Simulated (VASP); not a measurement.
Input of a VASP 6.6.1 run:

File POSCAR:

```
CdTe
1.0
    0.0000000000      3.2050000000      3.2050000000
    3.2050000000      0.0000000000      3.2050000000
    3.2050000000      3.2050000000      0.0000000000
Te Cd
1 1
Direct
    0.7500000000      0.7500000000      0.7500000000
    0.0000000000      0.0000000000      0.0000000000
```

INCAR.step1

```
SYSTEM = CdTe
ALGO     = Normal         ! electronic algorithm
EDIFF    = 1E-5           ! SCF threshold, eV
ENCUT    = 520            ! plane-wave cutoff, eV
GGA      = PE             ! functional
ISIF     = 2              ! what is computed and relaxed
ISMEAR   = 0              ! smearing method
LASPH    = .True.         ! aspherical terms in the spheres
LREAL    = .False.        ! projectors in reciprocal space
LWAVE    = .True.         ! write WAVECAR
NBANDS   = 16             ! bands
NELM     = 60             ! most SCF steps
PREC     = Accurate       ! precision mode
SIGMA    = 0.05           ! smearing width, eV
```

Contents of INCAR.step2:

```
SYSTEM = CdTe
ALGO     = Normal         ! electronic algorithm
EDIFF    = 1E-7           ! SCF threshold, eV
ENCUT    = 520            ! plane-wave cutoff, eV
ISIF     = 2              ! what is computed and relaxed
ISMEAR   = 0              ! smearing method
ISTART   = 1            
LASPH    = .True.         ! aspherical terms in the spheres
LCHARG   = .True.         ! write CHGCAR
LELF     = .True.         ! ELF
LREAL    = .False.        ! projectors in reciprocal space
LVHAR    = .True.       
LWAVE    = .False.        ! write WAVECAR
METAGGA  = MBJ            ! meta-GGA
NBANDS   = 16             ! bands
NELM     = 60             ! most SCF steps
PREC     = Accurate       ! precision mode
SIGMA    = 0.05           ! smearing width, eV
```

Contents of KPOINTS:

```
k-points
0
Gamma
  7 7 7
  0 0 0
```

Potentials or basis: VASP PAW PBE potentials, release 54 (Te, Cd).

Run with:

```bash
$ cat potpaw_PBE.54/Te/POTCAR potpaw_PBE.54/Cd/POTCAR > POTCAR
$ cp INCAR.step1 INCAR
$ mpirun -np 1 vasp_std > vasp.out
$ cp INCAR.step2 INCAR
$ mpirun -np 1 vasp_std > vasp.out
```

**Question.** Estimate the band gap on the k mesh.

**Answer.** 1.92 eV, direct.

Caveat: spin-orbit coupling is left out, which moves the levels of the heavy elements.

**The experiment to reproduce.**

A printed reference work, data compilation reports, for a bulk crystal of CdTe at 0 K: band gap 1.607 eV.

Against the measured gap of CdTe, 1.607 eV (0 K; a printed reference work, data compilation), the calculated 1.92 eV is off by +0.31 eV. Spin-orbit coupling on Cd, Te is left out. The value is that of TB-mBJ, without temperature or zero-point motion.
